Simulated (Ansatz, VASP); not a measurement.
# Two plane-wave programs on GaAs

```
CELL_PARAMETERS angstrom
0.00000 2.80157 2.80157
2.80157 0.00000 2.80157
2.80157 2.80157 0.00000
ATOMIC_POSITIONS crystal
Ga 0.00000 0.00000 0.00000
As 0.75000 0.75000 0.75000
```

Alike in both runs: functional LDA; k mesh 10 × 10 × 10; occupations gaussian, width 0.1 eV; no spin polarisation.

Ansatz relaxed the structure, and its values are those at the end. VASP's run is a single point on that final structure, the one shown.

|  | VASP | Ansatz |
| --- | --- | --- |
| version | VASP 6.6.1 | Ansatz 0.2.0 |
| potentials or method | VASP PAW LDA potentials, release 64 (Ga_d, As) | scalar-relativistic, plane waves, PAW |
| plane-wave cutoff (eV) | 520 | 420 |
| valence electrons in the cell | 18 | 28 |

|  | VASP | Ansatz | Ansatz less VASP |
| --- | --- | --- | --- |
| gap on the k mesh at the Fermi level (eV) | 0.54 | 0.49 | -0.046 |
| least direct gap on the mesh (eV) | 0.54 | 0.49 | -0.046 |
| pressure (GPa) | 0.3 | 0.0 | -0.32 |

The two sets of potentials don't hold the same shells in valence. Ansatz warned: «pseudo_functional_mismatch».

A k mesh can miss the band edges. Expect the measured gap to be larger: semilocal functionals such as LDA lack the derivative discontinuity.
